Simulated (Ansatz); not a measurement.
A run of Ansatz 0.2.0 is set up as follows.

File input.yaml:

```yaml
crystal:
  lattice:
    - [1.725725178, 0.9963478961, 3.1296800121]
    - [-1.725725178, 0.9963478961, 3.1296800121]
    - [0.0, -1.9926957921, 3.1296800121]
  atoms:
    - { symbol: P, position: [0.77291975, 0.77291975, 0.77291975], spin: 0.5 }
    - { symbol: P, position: [0.22708025, 0.22708025, 0.22708025], spin: -0.5 }
hamiltonian:
  xc: rpbe
  pseudopotentials: { kind: paw, partial_waves: polarizable }
magnetization:
  spin_polarized: true
kpoints:
  mp_grid: { grid: [9, 9, 9] }
scf:
  occupations: { method: methfessel_paxton, width: 0.1 }
output:
  forces: true
  stress: true
relax:
  f_tol: 0.01
  max_steps: 40
  cell: { stress_tol: 0.05 }
```

Potentials or basis: Ansatz PAW polarizable.

Command:

```console
$ ansatz run input.yaml --threads 2 --pin off --max-ram 5120MiB --backend cpu --events-out ev --progress --plain --runs-dir out
```

(1) Predict the absolute moment.

(2) Estimate the net moment.

Answers

(1) 0.00 μB per cell.

(2) 0.00 μB per cell.

Caveat: the starting moments weren't kept.
